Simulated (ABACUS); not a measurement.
# BP (F-43m) in ABACUS: further runs

One crystal, BP, is run at these levels: PBEsol; tasks: equation of state.

Program: ABACUS 3.10.1. These are calculated values, not measurements. Logs are shortened: lines on timing, memory, paths and dates and some standing lists are left out, and cuts for length are marked.

**What was measured.**

“Equation of state of single-crystal cubic boron phosphide”, 2014, arxiv:1407.1677 reports, for a bulk crystal of BP at 300 K: bulk modulus 179 ± 1 GPa.

The results are compared with them further down.

### Step 1. Starting point

Symmetry: F-43m, No. 216, cubic system. Conventional cell: a = 4.538 Å, b = 4.538 Å, c = 4.538 Å, α = 90.00°, β = 90.00°, γ = 90.00°. Around P (site symmetry -43m) lie 4 B at 1.97 Å. Around B (site symmetry -43m) lie 4 P at 1.97 Å.

### Step 2. Equation of state, PBEsol, 10.98 Å³/atom (volume scaled by 0.94)

File INPUT:

```
INPUT_PARAMETERS
suffix              BP
calculation         scf
basis_type          pw
pseudo_dir          ./
symmetry            1
dft_functional      pbesol
ecutwfc             76
pseudo_rcut         7
nspin               1
nbands              8
ks_solver           dav
smearing_method     fd
smearing_sigma      0.00367493
scf_thr             1e-08
scf_nmax            100
mixing_type         broyden
mixing_beta         0.7
cal_force           1
cal_stress          1
kpar                4
```

File STRU:

```
ATOMIC_SPECIES
P 30.9738 P_ONCV_PBE-1.2.upf
B 10.8100 B_ONCV_PBE-1.2.upf

LATTICE_CONSTANT
1.8897261246

LATTICE_VECTORS
0.0000000000 2.2226808807 2.2226808807
2.2226808807 0.0000000000 2.2226808807
2.2226808807 2.2226808807 0.0000000000

ATOMIC_POSITIONS
Direct

P
0.0
1
0.7500000000 0.7500000000 0.7500000000 1 1 1

B
0.0
1
0.0000000000 0.0000000000 0.0000000000 1 1 1
```

File KPT:

```
K_POINTS
0
Gamma
7 7 7 0 0 0
```

Potentials or basis: SG15 ONCV 1.2 PBE, plane waves.

The run is started by

```sh
> OMP_NUM_THREADS=1 mpirun -np 4 abacus > log
```

running log:

```text
ABACUS v3.10.1

               Atomic-orbital Based Ab-initio Computation at UStc

 ------------------------------------------------------------------------------------

 READING GENERAL INFORMATION
                           global_out_dir = OUT.BP/
                           global_in_card = INPUT
                               pseudo_dir = ./
                              orbital_dir =
                                    DSIZE = 4
                                    GSIZE = 1

 READING UNITCELL INFORMATION
                                    ntype = 2
                  lattice constant (Bohr) = 1.88973
              lattice constant (Angstrom) = 1

 READING ATOM TYPE 1
                               atom label = P
                      L=0, number of zeta = 1
                      L=1, number of zeta = 1
                      L=2, number of zeta = 1
             number of atom for this type = 1

 READING ATOM TYPE 2
                               atom label = B
                      L=0, number of zeta = 1
                      L=1, number of zeta = 1
                      L=2, number of zeta = 1
             number of atom for this type = 1

                        TOTAL ATOM NUMBER = 2
DIRECT COORDINATES
    atom                   x                   y                   z     mag                  vx                  vy                  vz
taud_P1            0.7500000000        0.7500000000        0.7500000000  0.0000        0.0000000000        0.0000000000        0.0000000000
taud_B1            0.0000000000        0.0000000000        0.0000000000  0.0000        0.0000000000        0.0000000000        0.0000000000

                          Volume (Bohr^3) = 148.203
                             Volume (A^3) = 21.9614

 Lattice vectors: (Cartesian coordinate: in unit of a_0)
                   +0            +2.22268            +2.22268
             +2.22268                  +0            +2.22268
             +2.22268            +2.22268                  +0
 Reciprocal vectors: (Cartesian coordinate: in unit of 2 pi/a_0)
            -0.224954           +0.224954           +0.224954
            +0.224954           -0.224954           +0.224954
            +0.224954           +0.224954           -0.224954
 The esolver type has been set to : ksdft_pw

                PAO radial cut off (Bohr) = 7

 Read in pseudopotential file is P_ONCV_PBE-1.2.upf
                     pseudopotential type = NC
          exchange-correlation functional = PBE
                 nonlocal core correction = 0
                        valence electrons = 5
                                     lmax = 1
                           number of zeta = 0
                     number of projectors = 4
                           L of projector = 0
                           L of projector = 0
                           L of projector = 1
                           L of projector = 1
 XC functional updated to : pbesol
          exchange-correlation functional = PBESOL
                PAO radial cut off (Bohr) = 7

 Read in pseudopotential file is B_ONCV_PBE-1.2.upf
                     pseudopotential type = NC
          exchange-correlation functional = PBE
                 nonlocal core correction = 0
                        valence electrons = 3
                                     lmax = 1
                           number of zeta = 0
                     number of projectors = 4
                           L of projector = 0
                           L of projector = 0
                           L of projector = 1
                           L of projector = 1
 XC functional updated to : pbesol
          exchange-correlation functional = PBESOL
     initial pseudo atomic orbital number = 0

 SETUP THE ELECTRONS NUMBER
             electron number of element P = 5
       total electron number of element P = 5
             electron number of element B = 3
       total electron number of element B = 3
            AUTOSET number of electrons:  = 8
                           occupied bands = 4
                                   NBANDS = 8
                                   NLOCAL = 18

 SETUP THE PLANE WAVE BASIS
 energy cutoff for charge/potential (unit:Ry) = 304
            fft grid for charge/potential = [ 36, 36, 36 ]
                        fft grid division = [ 1, 1, 1 ]
        big fft grid for charge/potential = [ 36, 36, 36 ]
                                     nbxx = 46656
                                     nrxx = 46656

 SETUP PLANE WAVES FOR CHARGE/POTENTIAL
                    number of plane waves = 13323
                         number of sticks = 745

 PARALLEL PW FOR CHARGE/POTENTIAL
     PROC   COLUMNS(POT)             PW
        1            745          13323
 --------------- sum -------------------
        1            745          13323
                            number of |g| = 182
                                  max |g| = 27.2756
                                  min |g| = 0

----------- Double Check Mixing Parameters Begin ------------
mixing_type: broyden
mixing_beta: 0.7
mixing_gg0: 1
mixing_gg0_min: 0.1
mixing_ndim: 8
----------- Double Check Mixing Parameters End ------------

 LATTICE VECTORS: (CARTESIAN COORDINATE: IN UNIT OF A0)
                   +0            +2.22268            +2.22268
             +2.22268                  +0            +2.22268
             +2.22268            +2.22268                  +0
                       right hand lattice = 1
                                   NORM_A = 3.14335
                                   NORM_B = 3.14335
                                   NORM_C = 3.14335
                           ALPHA (DEGREE) = 60
                           BETA  (DEGREE) = 60
                           GAMMA (DEGREE) = 60

 The lattice vectors have been changed (STRU_SIMPLE.cif)

(for optimal symmetric configuration:)
                             BRAVAIS TYPE = 3
                     BRAVAIS LATTICE NAME = 03. Cubic F (face-centered)
                                    ibrav = 3
                                    IBRAV = 3
                                  BRAVAIS = FACE CENTERED CUBIC
                       LATTICE CONSTANT A = 4.44536
Original cell was already a primitive cell.
                        ROTATION MATRICES = 48
              PURE POINT GROUP OPERATIONS = 24
                   SPACE GROUP OPERATIONS = 24
                                       C2 = 3
                                       C3 = 8
                                       C4 = 0
                                       C6 = 0
                                       S1 = 6
                                       S3 = 0
                                       S4 = 6
                                       S6 = 0
                              POINT GROUP = T_d
                                       C2 = 3
                                       C3 = 8
                                       C4 = 0
                                       C6 = 0
                                       S1 = 6
                                       S3 = 0
                                       S4 = 6
                                       S6 = 0
               POINT GROUP IN SPACE GROUP = T_d

 SETUP K-POINTS
                                    nspin = 1
                   Input type of k points = Monkhorst-Pack(Gamma)
                                   nkstot = 343
                       right hand lattice = 1
(for reciprocal lattice: )
                             BRAVAIS TYPE = 2
                     BRAVAIS LATTICE NAME = 02. Cubic I (body-centered)
                                    ibrav = 2
                       right hand lattice = 1
(for k-lattice: )
                             BRAVAIS TYPE = 2
                     BRAVAIS LATTICE NAME = 02. Cubic I (body-centered)
                                    ibrav = 2
                       right hand lattice = 1
                        ROTATION MATRICES = 48
                               nkstot_ibz = 20
K-POINTS REDUCTION ACCORDING TO SYMMETRY
     IBZ    DIRECT_X    DIRECT_Y    DIRECT_Z  WEIGHT  ibz2bz
       1  0.00000000  0.00000000  0.00000000  0.0029       0
       2  0.14285714  0.14285714  0.14285714  0.0233       1
       3  0.28571429  0.28571429  0.28571429  0.0233       2
       4  0.42857143  0.42857143  0.42857143  0.0233       3
       5  0.14285714  0.14285714  0.00000000  0.0175       8
       6  0.28571429  0.14285714  0.28571429  0.0700       9
[... 12 lines left out ...]
      19 -0.42857143  0.42857143  0.14285714  0.0700      74
      20 -0.28571429  0.42857143  0.28571429  0.0700      75

                               nkstot now = 20
[... K-POINTS DIRECT COORDINATES: 20 rows ...]

           k-point number in this process = 5
       minimum distributed K point number = 5
[... stars of the k points ...]

[... K-POINTS CARTESIAN COORDINATES: 5 rows ...]

[... K-POINTS DIRECT COORDINATES: 5 rows ...]

 SETUP PLANE WAVES FOR WAVE FUNCTIONS
     energy cutoff for wavefunc (unit:Ry) = 76
              fft grid for wave functions = [ 36, 36, 36 ]
                    number of plane waves = 1989
                         number of sticks = 211

 PARALLEL PW FOR WAVE FUNCTIONS
     PROC   COLUMNS(POT)             PW
        1            211           1989
 --------------- sum -------------------
        1            211           1989

 SETUP NONLOCAL PSEUDOPOTENTIALS IN PLANE WAVE BASIS
 P non-local projectors:
 projector 1 L=0
 projector 2 L=0
 projector 3 L=1
 projector 4 L=1
 B non-local projectors:
 projector 1 L=0
 projector 2 L=0
 projector 3 L=1
 projector 4 L=1
      TOTAL NUMBER OF NONLOCAL PROJECTORS = 16

 Init Non-Local PseudoPotential table :
 Init Non-Local-Pseudopotential done.

                                     npwx = 1673

 -------------------------------------------
 SELF-CONSISTENT
 -------------------------------------------
                                 init_chg = atomic

 PW ALGORITHM --------------- ION=   1  ELEC=   1--------------------------------

 Density error is 0.171660271278
                          Error Threshold = 0.01
----------------------------------------------------------
     Energy           Rydberg                 eV
----------------------------------------------------------
 E_KohnSham     -18.8483048678       -256.4443438433
 E_Harris       -18.5780725633       -252.7676447179
 E_Fermi        0.7328678128         9.9711781352
----------------------------------------------------------
[... 63 lines left out ...]
 Density error is 1.31199939759e-10
                          Error Threshold = 3.77158871245e-10
----------------------------------------------------------
     Energy           Rydberg                 eV
----------------------------------------------------------
 E_KohnSham     -18.8886012525       -256.9926042842
 E_KS(sigma->0) -18.8886012217       -256.9926038651
 E_Harris       -18.8885874783       -256.9924168763
 E_band         1.9725469180         26.8378776573
 E_one_elec     7.0307166429         95.6578073662
 E_Hartree      1.1787714917         16.0380089275
 E_xc           -5.6775737067        -77.2473532262
 E_Ewald        -21.4205156188       -291.4410665136
 E_entropy(-TS) -0.0000000616        -0.0000008381
 E_descf        0.0000000000         0.0000000000
 E_exx          0.0000000000         0.0000000000
 E_Fermi        0.7804338056         10.6183466676
----------------------------------------------------------

 charge density convergence is achieved
 final etot is -256.99260428 eV
 EFERMI = 10.618346668 eV

 STATE ENERGY(eV) AND OCCUPATIONS    NSPIN == 1
 1/5 kpoint (Cartesian) = 0.0000 0.0000 0.0000 (1639 pws)
       1       -5.94257     0.00583090
       2        10.1144     0.00583066
       3        10.1144     0.00583066
       4        10.1144     0.00583066
       5        13.5942    8.27909e-29
       6        13.5942    8.27909e-29
       7        13.5942    8.27909e-29
       8        18.3869    1.94676e-70

 2/5 kpoint (Cartesian) = 0.032136 0.032136 0.032136 (1666 pws)
       1       -5.55553      0.0466472
       2        7.75081      0.0466472
       3        9.55597      0.0466472
       4        9.55597      0.0466472
       5        14.2649    9.90107e-34
       6        14.3584    1.52533e-34
       7        14.3584    1.52533e-34
       8        19.2261    7.99982e-77

 3/5 kpoint (Cartesian) = 0.064272 0.064272 0.064272 (1643 pws)
       1       -4.42581      0.0466472
       2        4.17377      0.0466472
       3        8.76909      0.0466472
       4        8.76909      0.0466472
       5        14.3491    1.83595e-34
       6        15.0418    1.76820e-40
       7        15.0418    1.76820e-40
       8        20.3035    3.50510e-86

 4/5 kpoint (Cartesian) = 0.096409 0.096409 0.096409 (1673 pws)
       1       -2.79845      0.0466472
       2        1.19125      0.0466472
       3        8.33341      0.0466472
       4        8.33341      0.0466472
       5        14.2388    1.66676e-33
       6        14.8702    5.46105e-39
       7        14.8702    5.46105e-39
       8        20.2743    6.28346e-86

 5/5 kpoint (Cartesian) = 0.0000 0.0000 0.064272 (1655 pws)
       1       -5.42611      0.0349854
       2        8.59936      0.0349854
       3        8.59936      0.0349854
       4        8.66440      0.0349854
       5        12.7335    1.48690e-20
       6        15.6670    4.92065e-46
       7        15.6670    4.92065e-46
       8        17.7554    3.56968e-64

------------------------------------------------------------------------------------------
 TOTAL-FORCE (eV/Angstrom)
------------------------------------------------------------------------------------------
                        P1         0.0000000000         0.0000000000         0.0000000000
                        B1         0.0000000000         0.0000000000         0.0000000000
------------------------------------------------------------------------------------------

----------------------------------------------------------------
 TOTAL-STRESS (KBAR)
----------------------------------------------------------------
       102.0385801876        -0.0000000000         0.0000000000
         0.0000000000       102.0385801876        -0.0000000000
         0.0000000000        -0.0000000000       102.0385801876
----------------------------------------------------------------
 TOTAL-PRESSURE: 102.038580 KBAR

 --------------------------------------------
 !FINAL_ETOT_IS -256.9926042841753429 eV
 --------------------------------------------
```

Wall time 1.6 s (4 MPI ranks of Intel Xeon Platinum 8488C (Sapphire Rapids), shared host); peak memory 0.24 GiB.

Results:

- Free energy: -256.9926 eV
- Pressure: 10.2 GPa
- Band gap on the k mesh: 1.04 eV, indirect (least direct gap 3.48 eV)

Caveat: the potentials were made for another functional, which shifts forces and pressure; an odd mesh through Γ misses points on the zone boundary, where band edges often lie.

### Step 3. Equation of state, PBEsol, 11.45 Å³/atom (volume scaled by 0.98)

INPUT is that of step 2.

STRU, as its differences from that of step 2:

```diff
@@ -8,5 +8,5 @@
 LATTICE_VECTORS
-0.0000000000 2.2226808807 2.2226808807
-2.2226808807 0.0000000000 2.2226808807
-2.2226808807 2.2226808807 0.0000000000
+0.0000000000 2.2537713532 2.2537713532
+2.2537713532 0.0000000000 2.2537713532
+2.2537713532 2.2537713532 0.0000000000
```

KPT is that of step 2.

Potentials or basis: SG15 ONCV 1.2 PBE, plane waves.

The run is started by

```sh
> OMP_NUM_THREADS=1 mpirun -np 4 abacus > log
```

Run time: 1.6 s. Hardware: 4 MPI ranks of Intel Xeon Platinum 8488C (Sapphire Rapids), shared host; peak memory 0.24 GiB.

The run converged. Its results:

* Free energy: -257.0286 eV
* Pressure: 2.4 GPa
* Band gap on the k mesh: 1.10 eV, indirect (least direct gap 3.41 eV)

Caveat: the potentials were made for another functional, which shifts forces and pressure; an odd mesh through Γ misses points on the zone boundary, where band edges often lie.

### Step 4. Equation of state, PBEsol, 11.92 Å³/atom (volume scaled by 1.02)

INPUT is that of step 3.

STRU, as its differences from that of step 3:

```diff
@@ -8,5 +8,5 @@
 LATTICE_VECTORS
-0.0000000000 2.2537713532 2.2537713532
-2.2537713532 0.0000000000 2.2537713532
-2.2537713532 2.2537713532 0.0000000000
+0.0000000000 2.2840269280 2.2840269280
+2.2840269280 0.0000000000 2.2840269280
+2.2840269280 2.2840269280 0.0000000000
```

KPT is that of step 3.

The run is started by

```sh
> OMP_NUM_THREADS=1 mpirun -np 4 abacus > log
```

It took 1.6 s on 4 MPI ranks of Intel Xeon Platinum 8488C (Sapphire Rapids), shared host; peak memory 0.24 GiB.

Results (log left out):

- Free energy: -257.0230 eV
- Pressure: -4.1 GPa
- Band gap on the k mesh: 1.15 eV, indirect (least direct gap 3.34 eV)

Caveat: the potentials were made for another functional, which shifts forces and pressure; an odd mesh through Γ misses points on the zone boundary, where band edges often lie.

### Step 5. Equation of state, PBEsol, 12.38 Å³/atom (volume scaled by 1.06)

INPUT is that of step 4.

STRU, as its differences from that of step 4:

```diff
@@ -8,5 +8,5 @@
 LATTICE_VECTORS
-0.0000000000 2.2840269280 2.2840269280
-2.2840269280 0.0000000000 2.2840269280
-2.2840269280 2.2840269280 0.0000000000
+0.0000000000 2.3135014941 2.3135014941
+2.3135014941 0.0000000000 2.3135014941
+2.3135014941 2.3135014941 0.0000000000
```

KPT is that of step 4.

The run is started by

```sh
> OMP_NUM_THREADS=1 mpirun -np 4 abacus > log
```

Wall time 1.6 s (4 MPI ranks of Intel Xeon Platinum 8488C (Sapphire Rapids), shared host); peak memory 0.24 GiB.

Results (log left out):

| Quantity | Value |
| --- | --- |
| Free energy | -256.9829 eV |
| Pressure | -9.5 GPa |
| Band gap on the k mesh | 1.21 eV, indirect (least direct gap 3.29 eV) |

Caveat: the potentials were made for another functional, which shifts forces and pressure; an odd mesh through Γ misses points on the zone boundary, where band edges often lie.

### Step 6. Equation of state, PBEsol

Potentials or basis: SG15 ONCV 1.2 PBE, plane waves.

This step only gathers the single runs of the series.

Results:

```yaml
Equilibrium_volume: 11.61 Å³/atom
Bulk_modulus: 166 GPa
Pressure_derivative_of_the_bulk_modulus: "3.7 (rough: it moves with the points fitted)"
```

Energy against volume, from the lowest point:
```csv
volume (Å³/atom),energy (meV/atom)
10.981,18.01
11.448,0.00
11.915,2.82
12.383,22.85
```

Caveat: the potentials were made for another functional, which shifts forces and pressure.

### Step 7. How close it comes

Step 6. Against the measured bulk modulus of BP, 179 GPa (300 K; “Equation of state of single-crystal cubic boron phosphide”, 2014, arxiv:1407.1677), the calculated 166 GPa is off by -7.5 %. 3 values of this kind are on record (173 to 179 GPa); this one was drawn at random among those near their median, those with a stated uncertainty first. The fit is for a static lattice scaled at fixed shape and fixed fractional positions.
